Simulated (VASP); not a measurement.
# N2 in VASP: single point with HSE06

Aim: the single point of N2 with HSE06.

Program: VASP 6.6.1. These are calculated values, not measurements. Logs are shortened: lines on timing, memory, paths and dates and some standing lists are left out, and cuts for length are marked.

### Step 1. Starting point

The cell holds a molecule in a box, 2 atoms: a = 10.000 Å, b = 10.500 Å, c = 11.000 Å, α = 90.00°, β = 90.00°, γ = 90.00°.

### Step 2. Single point, HSE06

Input file POSCAR:

```
N
1.0
   10.0000000000      0.0000000000      0.0000000000
    0.0000000000     10.5000000000      0.0000000000
    0.0000000000      0.0000000000     11.0000000000
N
2
Direct
    0.5000000000      0.5000000000      0.4494700000
    0.5000000000      0.5000000000      0.5505300000
```

Input file INCAR.step1:

```
SYSTEM = N
PREC     = Accurate       ! precision mode
ENCUT    = 520            ! plane-wave cutoff, eV
EDIFF    = 1E-5           ! SCF threshold, eV
ISMEAR   = 0              ! smearing method
SIGMA    = 0.02           ! smearing width, eV
LREAL    = .False.        ! projectors in reciprocal space
LASPH    = .True.         ! aspherical terms in the spheres
NELM     = 80             ! most SCF steps
ALGO     = Normal         ! electronic algorithm
ISIF     = 2              ! what is computed and relaxed
LWAVE    = .True.         ! write WAVECAR
LCHARG   = .False.        ! write CHGCAR
GGA      = PE             ! functional
```

Input file INCAR.step2:

```
SYSTEM = N
PREC     = Accurate       ! precision mode
ENCUT    = 520            ! plane-wave cutoff, eV
EDIFF    = 1E-6           ! SCF threshold, eV
ISMEAR   = 0              ! smearing method
SIGMA    = 0.02           ! smearing width, eV
LREAL    = .False.        ! projectors in reciprocal space
LASPH    = .True.         ! aspherical terms in the spheres
NELM     = 80             ! most SCF steps
ALGO     = Normal         ! electronic algorithm
ISIF     = 2              ! what is computed and relaxed
LWAVE    = .False.        ! write WAVECAR
LCHARG   = .False.        ! write CHGCAR
GGA      = PE             ! functional
LHFCALC  = .True.         ! exact exchange
HFSCREEN = 0.2            ! screening, 1/A
PRECFOCK = Fast         
ISTART   = 1
```

Input file KPOINTS:

```
regular mesh
0
Gamma
  1 1 1
  0 0 0
```

Potentials or basis: VASP PAW PBE potentials, release 64 (N).

The run is started by

```console
$ cat potpaw_PBE.64/N/POTCAR > POTCAR
$ cp INCAR.step1 INCAR
$ mpirun -np 1 vasp_std > vasp.out
$ cp INCAR.step2 INCAR
$ mpirun -np 1 vasp_std > vasp.out
```

OUTCAR:

```text
SYSTEM = N
   PREC = Accurate
   ENCUT = 520
   EDIFF = 1E-6
   ISMEAR = 0
   LREAL = .False.
   LASPH = .True.
   NELM = 80
   ISIF = 2
   GGA = PE
   LHFCALC = .True.
   HFSCREEN = 0.2
   PRECFOCK = Fast
   ISTART = 1

 ion  position               nearest neighbor table
   1  0.500  0.500  0.449-   2 1.11
   2  0.500  0.500  0.551-   1 1.11

  LATTYP: Found a simple orthorhombic cell.
 ALAT       =    10.0000000000
 B/A-ratio  =     1.0500000000
 C/A-ratio  =     1.1000000000

  Lattice vectors:

 A1 = (  10.0000000000,   0.0000000000,   0.0000000000)
 A2 = (   0.0000000000,  10.5000000000,   0.0000000000)
 A3 = (   0.0000000000,   0.0000000000,  11.0000000000)

Analysis of symmetry for initial positions (statically):
=====================================================================
 Subroutine PRICEL returns:
 Original cell was already a primitive cell.

 Routine SETGRP: Setting up the symmetry group for a
 simple orthorhombic supercell.

 Subroutine GETGRP returns: Found  8 space group operations
 (whereof  8 operations were pure point group operations)
 out of a pool of  8 trial point group operations.

The static configuration has the point symmetry D_2h.

Analysis of symmetry for dynamics (positions and initial velocities):
=====================================================================
 Subroutine PRICEL returns:
 Original cell was already a primitive cell.

 Routine SETGRP: Setting up the symmetry group for a
 simple orthorhombic supercell.

 Subroutine GETGRP returns: Found  8 space group operations
 (whereof  8 operations were pure point group operations)
 out of a pool of  8 trial point group operations.

The dynamic configuration has the point symmetry D_2h.

 Subroutine INISYM returns: Found  8 space group operations
 (whereof  8 operations are pure point group operations),
 and found     1 'primitive' translations

----------------------------------------------------------------------------------------

                                     Primitive cell

  volume of cell :    1155.0000

  direct lattice vectors                    reciprocal lattice vectors
    10.000000000  0.000000000  0.000000000     0.100000000  0.000000000  0.000000000
     0.000000000 10.500000000  0.000000000     0.000000000  0.095238095  0.000000000
     0.000000000  0.000000000 11.000000000     0.000000000  0.000000000  0.090909091

  length of vectors
    10.000000000 10.500000000 11.000000000     0.100000000  0.095238095  0.090909091

  position of ions in fractional coordinates (direct lattice)
     0.500000000  0.500000000  0.449470000
     0.500000000  0.500000000  0.550530000

  ion indices of the primitive-cell ions
   primitive index   ion index
                 1           1
                 2           2

----------------------------------------------------------------------------------------

 KPOINTS: regular mesh

Automatic generation of k-mesh.
 Grid dimensions read from file:
 generate k-points for:    1    1    1

 Generating k-lattice:

  Cartesian coordinates                     Fractional coordinates (reciprocal lattice)
     0.100000000  0.000000000  0.000000000     1.000000000  0.000000000  0.000000000
     0.000000000  0.095238095  0.000000000     0.000000000  1.000000000  0.000000000
     0.000000000  0.000000000  0.090909091     0.000000000  0.000000000  1.000000000

  Length of vectors
     0.100000000  0.095238095  0.090909091

  Shift w.r.t. Gamma in fractional coordinates (k-lattice)
     0.000000000  0.000000000  0.000000000

 Subroutine IBZKPT returns following result:
 ===========================================

 Found      1 irreducible k-points:

 Following reciprocal coordinates:
            Coordinates               Weight
  0.000000  0.000000  0.000000      1.000000
   k-points           NKPTS =      1   k-points in BZ     NKDIM =      1   number of bands    NBANDS=      9
   number of dos      NEDOS =    301   number of ions     NIONS =      2
   total plane-waves  NPLWV = 537600
   dimension x,y,z NGX =    80 NGY =   80 NGZ =   84
   dimension x,y,z NGXF=   160 NGYF=  160 NGZF=  168
   ions per type =               2
   NGX,Y,Z   is equivalent  to a cutoff of  13.30, 12.67, 12.70 a.u.
   NGXF,Y,Z  is equivalent  to a cutoff of  26.60, 25.33, 25.39 a.u.
 SYSTEM =  N
   PREC   = accura    normal or accurate (medium, high low for compatibility)
   ISTART =      1    job   : 0-new  1-cont  2-samecut
   ICHARG =      0    charge: 1-file 2-atom 10-const
   ISPIN  =      1    spin polarized calculation?
   LNONCOLLINEAR =      F non collinear calculations
   LSORBIT =      F    spin-orbit coupling
   LASPH  =      T    aspherical Exc in radial PAW
   ENCUT  =  520.0 eV  38.22 Ry    6.18 a.u.  18.59 19.52 20.45*2*pi/ulx,y,z
   NELM   =     80;   NELMIN=  2; NELMDL=  0     # of ELM steps
   EDIFF  = 0.1E-05   stopping-criterion for ELM
   LREAL  =      F    real-space projection
   EDIFFG = 0.1E-04   stopping-criterion for IOM
   NSW    =      0    number of steps for IOM
   IBRION =     -1    ionic relax: 0-MD 1-quasi-New 2-CG
   NFREE  =      0    steps in history (QN), initial steepest desc. (CG)
   ISIF   =      2    stress and relaxation
   ISYM   =      3    0-nonsym 1-usesym 2-fastsym
   POTIM  = 0.5000    time-step for ionic-motion
   TEBEG  =    0.0;   TEEND  =   0.0 temperature during run
   PSTRESS=    0.0 pullay stress
   NELECT =      10.0000    total number of electrons
   NUPDOWN=      -1.0000    fix difference up-down
   EMIN   =  10.00;   EMAX   =-10.00  energy-range for DOS
   EFERMI =   0.00;   METHOD = LEGACY
   ISMEAR =     0;   SIGMA  =   0.02  broadening in eV -4-tet -1-fermi 0-gaus
   EFERMI_NEDOS =   21; number of points for ismear=-14 and -15
   IALGO  =     38    algorithm
   IMIX   =      1    mixing-type and parameters
     AMIX     =   0.40;   BMIX     =  1.00
     AMIX_MAG =   1.60;   BMIX_MAG =  1.00
  volume/ion in A,a.u.               =     577.50      3897.16
  Fermi-wavevector in a.u.,A,eV,Ry     =   0.336161  0.635252  1.537517  0.113004
  Thomas-Fermi vector in A             =   1.236311
   LORBIT       =      0    0 simple, 1 ext, 2 COOP (PROOUT), +10 PAW based schemes
   GGA     = PE    functional components
   LHFCALC =     T    Hartree Fock is set to
   PRECFOCK=fast      Normal, Fast or Accurate (Low or Medium for compatibility)
   ENCUT4O =  -1.0   cutoff for four orbital integrals eV
   NKREDX  =     1    reduce k-point grid by
   NKREDY  =     1    reduce k-point grid by
   NKREDZ  =     1    reduce k-point grid by
   AEXX    =    0.2500 exact exchange contribution
   HFSCREEN=    0.2000 screening length (either q_TF or 0.3 A-1)
   HFSCREENC=   0.2000 screening length for correlation (either q_TF or 0.3 A-1)
   ENCUTFOCK=  -1.0 apply spherical cutoff to Coloumb kernel
   IVDW    =     0    specifies the selected vdW correction
   LEPSILON=     F    determine dielectric tensor
   LRPA    =     F    only Hartree local field effects (RPA)
 non-spin polarized calculation
 Gauss-broadening in eV      SIGMA  =   0.02
  energy-cutoff  :      520.00
  volume of cell :     1155.00
 maximum number of plane-waves:     31095
 NGX is ok and might be reduce to    80
  NGX = 40; NGY = 40; NGZ = 42

 number of electron      10.0000003 magnetization

 Free energy of the ion-electron system (eV)
  ---------------------------------------------------
  ext. energy  EPLUGINS =         0.00000000
  ---------------------------------------------------
  free energy    TOTEN  =       -20.49403372 eV

  energy without entropy =      -20.49403372  energy(sigma->0) =      -20.49403372

 E-fermi : -11.4392     XC(G=0):  -0.5567

 val. band max:      -11.6085777161   @ k =   0.0000   0.0000   0.0000
 cond. band min:      -1.0577578614   @ k =   0.0000   0.0000   0.0000
 fundamental gap:     10.5508198546
 Fermi energy:       -11.4392404440

 k-point     1 :       0.0000    0.0000    0.0000
  band No.  band energies     occupation
      1     -30.8951      2.00000
      2     -15.2011      2.00000
      3     -12.5766      2.00000
      4     -12.5765      2.00000
      5     -11.6086      2.00000
      6      -1.0578      0.00000
      7      -1.0572      0.00000
      8      -0.1990      0.00000
      9       0.9519      0.00000

------------------------ aborting loop because EDIFF is reached ----------------------------------------

  FORCE on cell =-STRESS in cart. coord.  units (eV):
  Direction    XX          YY          ZZ          XY          YZ          ZX
  --------------------------------------------------------------------------------------
  -------------------------------------------------------------------------------------
  Total       -0.0636826     -0.0533809     -1.7030734     -0.0000000      0.0000000      0.0000000
  in kB       -0.0883383     -0.0740482     -2.3624464     -0.0000000      0.0000000      0.0000000
  external PRESSURE =      -0.8416110 kB  Pullay stress =       0.0000000 kB

 VOLUME and BASIS-vectors are now :
 -----------------------------------------------------------------------------
  energy-cutoff  :      520.00
  volume of cell :     1155.00
      direct lattice vectors                 reciprocal lattice vectors
    10.000000000  0.000000000  0.000000000     0.100000000  0.000000000  0.000000000
     0.000000000 10.500000000  0.000000000     0.000000000  0.095238095  0.000000000
     0.000000000  0.000000000 11.000000000     0.000000000  0.000000000  0.090909091

 POSITION                                       TOTAL-FORCE (eV/Angst)
 -----------------------------------------------------------------------------------
      5.00000      5.25000      4.94417        -0.000000      0.000000      1.459449
      5.00000      5.25000      6.05583         0.000000     -0.000000     -1.459449
 -----------------------------------------------------------------------------------
    total drift:                                0.000000      0.000000     -0.000003

  FREE ENERGIE OF THE ION-ELECTRON SYSTEM (eV)
  ---------------------------------------------------
  free  energy   TOTEN  =       -20.4940337178 eV

  energy  without entropy=      -20.4940337178  energy(sigma->0) =      -20.49403372
```

It took 82 s on 1 thread of AMD EPYC 9R45 (Zen 5), shared host; peak memory 0.93 GiB.

Results:

```
Free energy                     : -20.4940 eV
Largest force                   : 1.459 eV/Å
Gap between the frontier levels : 10.55 eV
```

Forces on the atoms (eV/Å):
```
N    0.000  0.000  1.459
N    0.000  0.000 -1.459
```

Caveat: the standard files for N, O and F lose accuracy on very short bonds; the PAW data sets were made with another functional, which shifts forces and pressure a little.
